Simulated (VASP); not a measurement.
# Al2O3 (P-3m1) in VASP: a series of runs, part 2 of 4

VASP 6.6.1.

**3. Electric field gradients, PBE**

INCAR reads:

```
SYSTEM = Al2O3
ALGO = Fast
EDIFF = 1E-8
ENCUT = 520
GGA = PE
ISIF = 2
ISMEAR = 0
LASPH = .TRUE.
LCHARG = .FALSE.
LEFG = .TRUE.
LREAL = .FALSE.
LWAVE = .FALSE.
NELM = 80
PREC = Accurate
SIGMA = 0.02
```

KPOINTS reads:

```
k-points
0
G
  10 10 4
  0 0 0
```

POSCAR reads:

```
Al2O3
1.0
    3.0174825440      0.0000000000      0.0000000000
   -1.5087412720      2.6132165386      0.0000000000
    0.0000000000      0.0000000000      7.5746360022
Al O
2 3
Direct
    0.0000000000      0.0000000000      0.7220490000
    0.0000000000      0.0000000000      0.2779510000
    0.0000000000      0.0000000000      0.5000000000
    0.6666666667      0.3333333333      0.8005460000
    0.3333333333      0.6666666667      0.1994540000
```

Potentials or basis: VASP PAW PBE potentials, release 64 (Al, O).

Started as:

```
$ cat potpaw_PBE.64/Al/POTCAR potpaw_PBE.64/O/POTCAR > POTCAR
$ mpirun -np 1 vasp_std > vasp.out
```

OUTCAR:

```text
SYSTEM = Al2O3
   EDIFF = 1E-8
   ENCUT = 520
   GGA = PE
   ISIF = 2
   ISMEAR = 0
   LASPH = .TRUE.
   LREAL = .FALSE.
   NELM = 80
   PREC = Accurate

 ion  position               nearest neighbor table
   1  0.000  0.000  0.722-   3 1.68   4 1.84   4 1.84   4 1.84   2 3.36
   2  0.000  0.000  0.278-   3 1.68   5 1.84   5 1.84   5 1.84   1 3.36
   3  0.000  0.000  0.500-   1 1.68   2 1.68
   4  0.667  0.333  0.801-   1 1.84   1 1.84   1 1.84
   5  0.333  0.667  0.199-   2 1.84   2 1.84   2 1.84

  LATTYP: Found a hexagonal cell.
 ALAT       =     3.0174825440
 C/A-ratio  =     2.5102501478

  Lattice vectors:

 A1 = (   3.0174825440,   0.0000000000,   0.0000000000)
 A2 = (  -1.5087412720,   2.6132165386,   0.0000000000)
 A3 = (   0.0000000000,   0.0000000000,   7.5746360022)

Analysis of symmetry for initial positions (statically):
=====================================================================
 Subroutine PRICEL returns:
 Original cell was already a primitive cell.

 Routine SETGRP: Setting up the symmetry group for a
 hexagonal supercell.

 Subroutine GETGRP returns: Found 12 space group operations
 (whereof 12 operations were pure point group operations)
 out of a pool of 24 trial point group operations.

The static configuration has the point symmetry D_3d.

Analysis of symmetry for dynamics (positions and initial velocities):
=====================================================================
 Subroutine PRICEL returns:
 Original cell was already a primitive cell.

 Routine SETGRP: Setting up the symmetry group for a
 hexagonal supercell.

 Subroutine GETGRP returns: Found 12 space group operations
 (whereof 12 operations were pure point group operations)
 out of a pool of 24 trial point group operations.

The dynamic configuration has the point symmetry D_3d.

 Subroutine INISYM returns: Found 12 space group operations
 (whereof 12 operations are pure point group operations),
 and found     1 'primitive' translations

----------------------------------------------------------------------------------------

                                     Primitive cell

  volume of cell :      59.7285

  direct lattice vectors                    reciprocal lattice vectors
     3.017482544  0.000000000  0.000000000     0.331402083  0.191335082  0.000000000
    -1.508741272  2.613216539  0.000000000     0.000000000  0.382670163  0.000000000
     0.000000000  0.000000000  7.574636002     0.000000000  0.000000000  0.132019545

  length of vectors
     3.017482544  3.017482544  7.574636002     0.382670163  0.382670163  0.132019545

  position of ions in fractional coordinates (direct lattice)
     0.000000000  0.000000000  0.722049000
     0.000000000  0.000000000  0.277951000
     0.000000000  0.000000000  0.500000000
     0.666666667  0.333333333  0.800546000
     0.333333333  0.666666667  0.199454000

  ion indices of the primitive-cell ions
   primitive index   ion index
                 1           1
                 2           2
                 3           3
                 4           4
                 5           5

[... 96 lines left out ...]
   GGA     = PE    functional components
   LHFCALC =     F    Hartree Fock is set to
   AEXX    =    0.0000 exact exchange contribution
   IVDW    =     0    specifies the selected vdW correction
   LEPSILON=     F    determine dielectric tensor
   LRPA    =     F    only Hartree local field effects (RPA)
 non-spin polarized calculation
 RMM-DIIS sequential band-by-band and
 Gauss-broadening in eV      SIGMA  =   0.02
  energy-cutoff  :      520.00
  volume of cell :       59.73
 maximum number of plane-waves:      1632
 NGX is ok and might be reduce to    24
   NGX = 11   NGY = 11   NGZ = 29

 number of electron      24.0000012 magnetization

 Free energy of the ion-electron system (eV)
  ---------------------------------------------------
  ext. energy  EPLUGINS =         0.00000000
  ---------------------------------------------------
  free energy    TOTEN  =       -36.19195447 eV

  energy without entropy =      -36.19195447  energy(sigma->0) =      -36.19195447

 E-fermi :   3.9766     XC(G=0):  -9.7007

 val. band max:        3.8601018785   @ k =   0.0000   0.0000   0.0000
 cond. band min:       6.1464818847   @ k =   0.0000   0.0000   0.0000
 fundamental gap:      2.2863800061
 Fermi energy:         3.9766308499

 k-point     1 :       0.0000    0.0000    0.0000
  band No.  band energies     occupation
      1     -15.7728      2.00000
      2     -15.5828      2.00000
      3     -13.0120      2.00000
      4      -1.9969      2.00000
      5      -0.6364      2.00000
      6       0.1166      2.00000
[... 433 lines left out ...]
      3     -12.5893      2.00000
      4      -3.4756      2.00000
      5      -3.0992      2.00000
      6      -0.5421      2.00000
[... 8 lines left out ...]
     15      12.0323      0.00000
     16      12.5683      0.00000

 [... further k-points ...]

------------------------ aborting loop because EDIFF is reached ----------------------------------------

  FORCE on cell =-STRESS in cart. coord.  units (eV):
  Direction    XX          YY          ZZ          XY          YZ          ZX
  --------------------------------------------------------------------------------------
  -------------------------------------------------------------------------------------
  Total       -0.2621113     -0.2621113     -0.0761932      0.0000000     -0.0000000      0.0000000
  in kB       -7.0309557     -7.0309557     -2.0438308      0.0000000     -0.0000000      0.0000000
  external PRESSURE =      -5.3685807 kB  Pullay stress =       0.0000000 kB

 VOLUME and BASIS-vectors are now :
 -----------------------------------------------------------------------------
  energy-cutoff  :      520.00
  volume of cell :       59.73
      direct lattice vectors                 reciprocal lattice vectors
     3.017482544  0.000000000  0.000000000     0.331402083  0.191335082  0.000000000
    -1.508741272  2.613216539  0.000000000     0.000000000  0.382670163  0.000000000
     0.000000000  0.000000000  7.574636002     0.000000000  0.000000000  0.132019545

 POSITION                                       TOTAL-FORCE (eV/Angst)
 -----------------------------------------------------------------------------------
      0.00000      0.00000      5.46926        -0.000000     -0.000000     -0.075810
      0.00000      0.00000      2.10538        -0.000000      0.000000      0.075810
      0.00000      0.00000      3.78732        -0.000000      0.000000     -0.000000
      1.50874      0.87107      6.06384         0.000000      0.000000     -0.091340
     -0.00000      1.74214      1.51079        -0.000000      0.000000      0.091340
 -----------------------------------------------------------------------------------
    total drift:                                0.000000      0.000000     -0.000000

  FREE ENERGIE OF THE ION-ELECTRON SYSTEM (eV)
  ---------------------------------------------------
  free  energy   TOTEN  =       -36.1919544718 eV

  energy  without entropy=      -36.1919544718  energy(sigma->0) =      -36.19195447

 Electric field gradients (V/A^2)
---------------------------------------------------------------------
 ion       V_xx      V_yy      V_zz      V_xy      V_xz      V_yz
---------------------------------------------------------------------
   1      12.330    12.330   -24.660     0.000    -0.000     0.000
   2      12.330    12.330   -24.660     0.000    -0.000     0.000
   3     -29.145   -29.141    58.285     0.003     0.000    -0.000
   4      33.344    33.347   -66.691     0.003    -0.000     0.000
   5      33.344    33.347   -66.691     0.003    -0.000     0.000
---------------------------------------------------------------------

 Electric field gradients after diagonalization (V/A^2)
 (convention: |V_zz| > |V_xx| > |V_yy|)
----------------------------------------------------------------------
 ion       V_xx      V_yy      V_zz     asymmetry (V_yy - V_xx)/ V_zz
----------------------------------------------------------------------
   1      12.330    12.330   -24.660       0.000
   2      12.330    12.330   -24.660       0.000
   3     -29.146   -29.139    58.285       0.000
   4      33.349    33.342   -66.691       0.000
   5      33.349    33.342   -66.691       0.000
----------------------------------------------------------------------

           NMR quadrupolar parameters

 Cq : quadrupolar parameter    Cq=e*Q*V_zz/h
 eta: asymmetry parameters     (V_yy - V_xx)/ V_zz
 Q  : nuclear electric quadrupole moment in mb (millibarn)
----------------------------------------------------------------------
 ion       Cq(MHz)       eta       Q (mb)
----------------------------------------------------------------------
   1      -0.060       0.000       1.000
   2      -0.060       0.000       1.000
   3       0.141       0.000       1.000
   4      -0.161       0.000       1.000
   5      -0.161       0.000       1.000
----------------------------------------------------------------------
```

OSZICAR:

```text
N       E                     dE             d eps       ncg     rms          rms(c)
DAV:   1     0.121529278133E+03    0.12153E+03   -0.12901E+04  1600   0.136E+03
[... 15 lines left out ...]
RMM:  17    -0.361919545429E+02    0.74209E-06   -0.20507E-06  1875   0.912E-03    0.651E-03
RMM:  18    -0.361919545126E+02    0.30346E-07   -0.69936E-07  1892   0.540E-03    0.505E-03
RMM:  19    -0.361919544748E+02    0.37800E-07   -0.12866E-07  1766   0.237E-03    0.413E-03
RMM:  20    -0.361919544340E+02    0.40805E-07   -0.17585E-07  1814   0.255E-03    0.138E-03
RMM:  21    -0.361919544530E+02   -0.18996E-07   -0.76864E-08  1723   0.194E-03    0.692E-04
RMM:  22    -0.361919544670E+02   -0.14063E-07   -0.15927E-08  1210   0.891E-04    0.608E-04
RMM:  23    -0.361919544718E+02   -0.47896E-08   -0.74021E-09  1158   0.604E-04
   1 F= -.36191954E+02 E0= -.36191954E+02  d E =-.369076E-18
```

stdout:

```text
POSCAR found type information on POSCAR AlO
 POSCAR found :  2 types and       5 ions
 scaLAPACK will be used
 LDA part: xc-table for (Slater+PW92), standard interpolation
 POSCAR, INCAR and KPOINTS ok, starting setup
 FFT: planning ... GRIDC
 FFT: planning ... GRID_SOFT
 FFT: planning ... GRID
 WAVECAR not read
 entering main loop
ion   1

ion   2

ion   3

ion   4

ion   5
```

Run time: 29 s. Hardware: 1 thread of Intel Xeon 6975P-C (Granite Rapids), shared host; peak memory 0.18 GiB.

Results:

```yaml
Free_energy: -36.1920 eV
Pressure: -0.5 GPa
Largest_force: 0.091 eV/Å
Band_gap_on_the_k_mesh: 2.29 eV, direct
```

Forces in eV/Å, atoms in the order of the input:
```
Al   0.000  0.000 -0.076
Al   0.000  0.000  0.076
O    0.000  0.000  0.000
O    0.000  0.000 -0.091
O    0.000  0.000  0.091
```

Electric field gradients, principal values (V/Å²):
```tsv
atom	Vxx	Vyy	Vzz
1 Al	12.330	12.330	-24.660
2 Al	12.330	12.330	-24.660
3 O	-29.139	-29.146	58.285
4 O	33.342	33.349	-66.691
5 O	33.342	33.349	-66.691
```

(Continued in part 3 of 4.)
